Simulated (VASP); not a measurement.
# Mg (P6_3/mmc) in VASP: settings compared, part 2 of 2

VASP 6.6.1.

### 5 Relaxation of cell and atoms, PBE

This run uses another cell than the first one, of 22.89 Å³/atom, 0.985 times its volume.

INCAR

```
PREC = Accurate
ENCUT = 600
EDIFF = 1E-7
ISMEAR = 1
SIGMA = 0.1
LREAL = F
LASPH = T
NELM = 80
ALGO = Normal
ISIF = 3
LWAVE = F
LCHARG = F
GGA = PE
IBRION = 2
NSW = 90
EDIFFG = -0.005
KPAR = 2
```

KPOINTS

```
Automatic mesh
0
Gamma
  15 15 7
```

POSCAR

```
Mg                                      
1.0
    3.2118469671      0.0000000000      0.0000000000
   -1.6059234836      2.7815410666      0.0000000000
   -0.0000000000      0.0000000000      5.1232994832
  Mg            
     2
Direct
     0.3333333332999970    0.6666666667000030    0.2500000000000000
     0.6666666667000030    0.3333333332999970    0.7500000000000000
```

Potentials or basis: VASP PAW PBE potentials, release 64 (Mg).

Started as:

```bash
$ cat potpaw_PBE.64/Mg/POTCAR > POTCAR
$ mpirun -np 2 vasp_std > vasp.out
```

OUTCAR:

```text
PREC = Accurate
   ENCUT = 600
   EDIFF = 1E-7
   ISMEAR = 1
   LREAL = F
   LASPH = T
   NELM = 80
   ISIF = 3
   GGA = PE
   IBRION = 2
   NSW = 90
   EDIFFG = -0.005

 ion  position               nearest neighbor table
   1  0.333  0.667  0.250-   2 3.16   2 3.16   2 3.16   2 3.16   2 3.16   2 3.16
   2  0.667  0.333  0.750-   1 3.16   1 3.16   1 3.16   1 3.16   1 3.16   1 3.16

  LATTYP: Found a hexagonal cell.
 ALAT       =     3.2118469671
 C/A-ratio  =     1.5951256507

  Lattice vectors:

 A1 = (   3.2118469671,   0.0000000000,   0.0000000000)
 A2 = (  -1.6059234836,   2.7815410666,   0.0000000000)
 A3 = (   0.0000000000,   0.0000000000,   5.1232994832)

Analysis of symmetry for initial positions (statically):
=====================================================================
 Subroutine PRICEL returns:
 Original cell was already a primitive cell.

 Routine SETGRP: Setting up the symmetry group for a
 hexagonal supercell.

 Subroutine GETGRP returns: Found 24 space group operations
 (whereof 12 operations were pure point group operations)
 out of a pool of 24 trial point group operations.
[... 211 lines left out ...]
  free energy    TOTEN  =        -3.01618994 eV

  energy without entropy =       -3.01578815  energy(sigma->0) =       -3.01605601

 E-fermi :   2.6075     XC(G=0):  -8.5017

 val. band max:        2.5929737892   @ k =   0.3333   0.1333   0.1429
 cond. band min:       2.6357089992   @ k =   0.2000   0.0667   0.0000
 fundamental gap:      0.0427352100
 Fermi energy:         2.6074624128

 k-point     1 :       0.0000    0.0000    0.0000
  band No.  band energies     occupation
      1      -4.2952      2.00000
      2       1.0563      2.00000
      3       1.5770      2.00000
      4      13.4224      0.00000
      5      13.4226      0.00000
      6      13.4998      0.00000
[... 199 lines left out ...]
 k-point    24 :       0.4000    0.2000    0.0000
  band No.  band energies     occupation
      1       1.0070      2.00000
      2       1.0104      2.00000
      3       4.4993     -0.00000
      4       5.8662      0.00000
      5       6.2553      0.00000
      6       6.5509      0.00000

 [... further k-points ...]
[... 5 lines left out ...]
  --------------------------------------------------------------------------------------
  -------------------------------------------------------------------------------------
  Total        0.0011415      0.0011415     -0.0065655     -0.0000000      0.0000000      0.0000000
  in kB        0.0399734      0.0399734     -0.2299071     -0.0000000      0.0000000      0.0000000
  external PRESSURE =      -0.0499868 kB  Pullay stress =       0.0000000 kB

 VOLUME and BASIS-vectors are now :
 -----------------------------------------------------------------------------
  energy-cutoff  :      600.00
  volume of cell :       45.75
      direct lattice vectors                 reciprocal lattice vectors
     3.211677872  0.000000000  0.000000000     0.311363729  0.179765933 -0.000000000
    -1.605838936  2.781394626  0.000000000    -0.000000000  0.359531866 -0.000000000
     0.000000000  0.000000000  5.121879171     0.000000000 -0.000000000  0.195240842

 POSITION                                       TOTAL-FORCE (eV/Angst)
 -----------------------------------------------------------------------------------
     -0.00000      1.85426      1.28047        -0.000000      0.000000      0.000000
      1.60584      0.92713      3.84141         0.000000     -0.000000      0.000000
 -----------------------------------------------------------------------------------
    total drift:                                0.000000     -0.000000      0.000000

  FREE ENERGIE OF THE ION-ELECTRON SYSTEM (eV)
  ---------------------------------------------------
  free  energy   TOTEN  =        -3.0161899442 eV

  energy  without entropy=       -3.0157881477  energy(sigma->0) =       -3.01605601

 reached required accuracy - stopping structural energy minimisation
```

OSZICAR:

```text
N       E                     dE             d eps       ncg     rms          rms(c)
DAV:   1     0.828534399361E-01    0.82853E-01   -0.14034E+03  1296   0.526E+02
DAV:   2    -0.300902120371E+01   -0.30919E+01   -0.30303E+01  1752   0.302E+01
DAV:   3    -0.302971348100E+01   -0.20692E-01   -0.20691E-01  1848   0.333E+00
DAV:   4    -0.302977250006E+01   -0.59019E-04   -0.59019E-04  1782   0.148E-01
DAV:   5    -0.302977278112E+01   -0.28105E-06   -0.28081E-06  1860   0.837E-03    0.959E-01
DAV:   6    -0.302363984604E+01    0.61329E-02   -0.60533E-04  1644   0.294E-01    0.614E-01
DAV:   7    -0.301617644735E+01    0.74634E-02   -0.23671E-03  1428   0.511E-01    0.340E-02
DAV:   8    -0.301618889291E+01   -0.12446E-04   -0.13513E-05  2130   0.336E-02    0.752E-03
DAV:   9    -0.301618760663E+01    0.12863E-05   -0.12209E-06  1566   0.788E-03    0.625E-04
DAV:  10    -0.301618737903E+01    0.22760E-06   -0.45549E-09  1164   0.676E-04    0.123E-04
DAV:  11    -0.301618735707E+01    0.21957E-07   -0.54342E-10   918   0.218E-04
   1 F= -.30161874E+01 E0= -.30160544E+01  d E =-.301619E+01
       N       E                     dE             d eps       ncg     rms          rms(c)
DAV:   1    -0.301618990821E+01   -0.25292E-05   -0.80408E-06  1800   0.174E-02    0.116E-03
DAV:   2    -0.301618994416E+01   -0.35946E-07   -0.28826E-08  1320   0.121E-03
   2 F= -.30161899E+01 E0= -.30160560E+01  d E =-.258708E-05
```

CONTCAR:

```text
Mg
   1.00000000000000
     3.2116778723892208    0.0000000000000030    0.0000000000000000
    -1.6058389362446051    2.7813946262848144    0.0000000000000000
     0.0000000000000000    0.0000000000000000    5.1218791710554195
  Mg
     2
Direct
     0.3333333332999970    0.6666666667000030    0.2500000000000000
     0.6666666667000030    0.3333333332999970    0.7500000000000000

  0.00000000E+00  0.00000000E+00  0.00000000E+00
  0.00000000E+00  0.00000000E+00  0.00000000E+00
```

It took 16 s on 2 MPI ranks of Intel Xeon Platinum 8488C (Sapphire Rapids), shared host; peak memory 0.19 GiB.

What came out:

- Free energy: -3.0162 eV
- Relaxed volume: 22.88 Å³/atom
- Relaxed cell: a = 3.212 Å, b = 3.212 Å, c = 5.122 Å, α = 90.00°, β = 90.00°, γ = 120.00°
- Space group after relaxing (to 0.05 Å): P6_3/mmc (No. 194)
- Energy gained by relaxing: 0.0 meV/atom
- Ionic steps: 2
- Pressure after relaxing: 0.0 GPa
- Band gap on the k mesh: none (metal or under the smearing width)

Final structure:
```
Mg
1.0
     3.21168    0.00000    0.00000
    -1.60584    2.78139    0.00000
     0.00000    0.00000    5.12188
Mg
2
Direct
  0.33333 0.66667 0.25000
  0.66667 0.33333 0.75000
```

Levels at points of the mesh, in eV from the Fermi level:
| k point | band 1 | band 2 | band 3 | band 4 | band 5 | band 6 |
| --- | --- | --- | --- | --- | --- | --- |
| (0.00, 0.00, 0.00) | -6.90 | -1.55 | -1.03 | 10.81 | 10.82 | 10.89 |

### 6 Overview

| task | level | potentials or basis | cell | gap on the mesh (eV) | pressure (GPa) |
| --- | --- | --- | --- | --- | --- |
| relaxation of shape and atoms at fixed volume | LDA | VASP PAW LDA potentials, release 64 (Mg) | atoms relaxed at fixed volume from: a relaxed cell with its volume scaled by 1.04 | none | -1.5 |
| relaxation of shape and atoms at fixed volume | LDA | VASP PAW LDA potentials, release 64 (Mg) | atoms relaxed at fixed volume from: a relaxed cell with its volume scaled by 1.06 | none | -2.1 |
| relaxation of cell and atoms | PBE | VASP PAW PBE potentials, release 64 (Mg) | relaxed | none | 0.0 |

Alike in all rows: no spin polarisation; k mesh 15 × 15 × 7; cutoff (eV) 600; smearing methfessel-paxton 0.1 eV.

Caveats: the relaxation stopped at its first step, so nothing moved (some runs).

Total energies depend on the potentials used, so only differences within one code and one set of settings carry meaning.
